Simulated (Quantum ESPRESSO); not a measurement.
# CaO (Fm-3m) in Quantum ESPRESSO: reference runs, part 2 of 2

Quantum ESPRESSO 7.5. Earlier steps stand in the parts before.

## Step 3: Single point, PBE (atoms moved at random, drawn with an rms of 0.05 Å)

Contents of pw.in:

```
&CONTROL
  calculation = 'scf'
  prefix = 'pwscf'
  outdir = './tmp'
  pseudo_dir = './pseudo'
  tprnfor = .true.
  tstress = .true.
  disk_io = 'nowf'
/
&SYSTEM
  ibrav = 0
  nat = 2
  ntyp = 2
  ecutwfc = 55
  ecutrho = 440
  nbnd = 14
  occupations = 'smearing'
  smearing = 'fd'
  degauss = 0.00367493
/
&ELECTRONS
  conv_thr = 4d-10
  electron_maxstep = 120
  mixing_beta = 0.5
/
ATOMIC_SPECIES
Ca    40.0780 Ca_pbe_v1.uspp.F.UPF
O     15.9990 O.pbe-n-kjpaw_psl.0.1.UPF
CELL_PARAMETERS angstrom
   0.0000000000    2.4035556960    2.4035556960
   2.4035556960    0.0000000000    2.4035556960
   2.4035556960    2.4035556960    0.0000000000
ATOMIC_POSITIONS crystal
Ca     0.0108680000   -0.0039360000   -0.0056900000
O      0.5145410000    0.5065200000    0.4885730000
K_POINTS automatic
10 10 10 0 0 0
```

Potentials or basis: SSSP 1.3 efficiency PBE.

Run with:

```
> OMP_NUM_THREADS=1 pw.x -in pw.in > pw.out
```

pw.out:

```text
This program is part of the open-source Quantum ESPRESSO suite
     for quantum simulation of materials; please cite
         "P. Giannozzi et al., J. Phys.:Condens. Matter 21 395502 (2009);
         "P. Giannozzi et al., J. Phys.:Condens. Matter 29 465901 (2017);
         "P. Giannozzi et al., J. Chem. Phys. 152 154105 (2020);
     in publications or presentations arising from this work. More details at

     file O.pbe-n-kjpaw_psl.0.1.UPF: wavefunction(s)  2P renormalized

     G-vector sticks info
     --------------------
     sticks:   dense  smooth     PW     G-vecs:    dense   smooth      PW
     Sum        1261     637    199                29123    10369    1837

     Using Slab Decomposition

     bravais-lattice index     =            0
     lattice parameter (alat)  =       6.4234  a.u.
     unit-cell volume          =     187.4084 (a.u.)^3
     number of atoms/cell      =            2
     number of atomic types    =            2
     number of electrons       =        16.00
     number of Kohn-Sham states=           14
     kinetic-energy cutoff     =      55.0000  Ry
     charge density cutoff     =     440.0000  Ry
     scf convergence threshold =      4.0E-10
     mixing beta               =       0.5000
     number of iterations used =            8  plain     mixing
     Exchange-correlation= SLA  PW   PBX  PBC
                           (   1   4   3   4   0   0   0)

     celldm(1)=   6.423446  celldm(2)=   0.000000  celldm(3)=   0.000000
[... 39 lines left out ...]
     Ca               10.00    40.07800     Ca( 1.00)
     O                 6.00    15.99900     O ( 1.00)

     No symmetry found

   Cartesian axes

     site n.     atom                  positions (alat units)
         1        Ca     tau(   1) = (  -0.0068066   0.0036614   0.0049017  )
         2        O      tau(   2) = (   0.7036370   0.7093087   0.7219992  )

     number of k points=   504  Fermi-Dirac smearing, width (Ry)=  0.0037

     Number of k-points >= 100: set verbosity='high' to print them.

     Dense  grid:    29123 G-vectors     FFT dimensions: (  45,  45,  45)

     Smooth grid:    10369 G-vectors     FFT dimensions: (  32,  32,  32)

     Check: negative core charge=   -0.000002

     Initial potential from superposition of free atoms

     starting charge      15.9945, renormalised to      16.0000
     Starting wfcs are   14 randomized atomic wfcs

     Self-consistent Calculation

     iteration #  1     ecut=    55.00 Ry     beta= 0.50
     Davidson diagonalization with overlap
     ethr =  1.00E-02,  avg # of iterations =  3.1

     total energy              =    -116.69043755 Ry
     estimated scf accuracy    <       0.48512064 Ry
[... 57 lines left out ...]
     iteration # 10     ecut=    55.00 Ry     beta= 0.50
     Davidson diagonalization with overlap
     ethr =  9.43E-12,  avg # of iterations =  2.3

     End of self-consistent calculation

     Number of k-points >= 100: set verbosity='high' to print the bands.

     the Fermi energy is     8.9137 ev

!    total energy              =    -116.88183661 Ry
     estimated scf accuracy    <          3.0E-10 Ry
     smearing contrib. (-TS)   =      -0.00000000 Ry
     internal energy E=F+TS    =    -116.88183661 Ry

     The total energy is F=E-TS. E is the sum of the following terms:
     one-electron contribution =     -25.63153019 Ry
     hartree contribution      =      20.83224178 Ry
     xc contribution           =     -19.53945526 Ry
     ewald contribution        =     -83.02972645 Ry
     one-center paw contrib.   =      -9.51336649 Ry

     convergence has been achieved in  10 iterations

     Forces acting on atoms (cartesian axes, Ry/au):

     atom    1 type  1   force =     0.00130655   -0.00057089    0.00394968
     atom    2 type  2   force =    -0.00130655    0.00057089   -0.00394968

     Total force =     0.005939     Total SCF correction =     0.000001

     Computing stress (Cartesian axis) and pressure

          total   stress  (Ry/bohr**3)                   (kbar)     P=       15.37
   0.00010138   0.00000009  -0.00000060           14.91        0.01       -0.09
   0.00000009   0.00010032   0.00000026            0.01       14.76        0.04
  -0.00000060   0.00000026   0.00011183           -0.09        0.04       16.45

=------------------------------------------------------------------------------=
   JOB DONE.
=------------------------------------------------------------------------------=
```

It took 99 s on 1 thread of Arm Neoverse V2, shared host; peak memory 0.28 GiB.

Results:

```yaml
Free_energy: -1590.2584 eV
Pressure: 1.5 GPa
Largest_force: 0.108 eV/Å
Band_gap_on_the_k_mesh: 3.66 eV, indirect (least direct gap 4.03 eV)
```

Forces on the atoms (eV/Å):
```
Ca   0.034 -0.015  0.102
O   -0.034  0.015 -0.102
```
